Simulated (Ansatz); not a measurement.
Ionic part of the dielectric constant of MgS at 12 GPa, mode by mode

Theory: Ansatz 0.2.0, DFT PBEsol, scalar-relativistic, plane waves, PAW. Cutoff 420 eV, 8×8×8 k-points (Γ-centred), fixed occupations. No spin polarisation. Phonons by linear response, acoustic sum rule imposed.

The structure is cubic, space group Fm-3m (No. 225). The conventional cell has a = 4.978 Å, b = 4.978 Å, c = 4.978 Å, α = 90.00°, β = 90.00°, γ = 90.00°. Mg (site symmetry m-3m) has 6 S at 2.49 Å as nearest neighbours. S (site symmetry m-3m) is surrounded by 6 Mg at 2.49 Å.

The primitive cell has V = 30.85 Å³ and ε∞,xx = 5.593. Each polar mode adds Δε = (4.92064×10⁷/V)·S/ν² along x, with S its oscillator strength in e²/amu, ν in cm⁻¹ and V in Å³.

Q: From these modes, find each Δε and ε0,xx.
```
ν (cm⁻¹) S_xx (e²/amu)
   325.0         0.3493
```

A:
```csv
ν (cm⁻¹),Δε
325.0,5.28
```

The sum is 5.277, so ε0,xx = 10.87; the run's tensor has 10.87.

Q: Where do the longitudinal modes lie for a wave vector along x?

A: At 453 cm⁻¹. The Lyddane–Sachs–Teller product Π(ν_LO/ν_TO)² = 1.94 matches ε0/ε∞ = 1.94.

Cost: 1 run of about 0.38 core-minutes, on Intel Xeon Platinum 8259CL (Skylake/Cascade Lake) (shared hosts).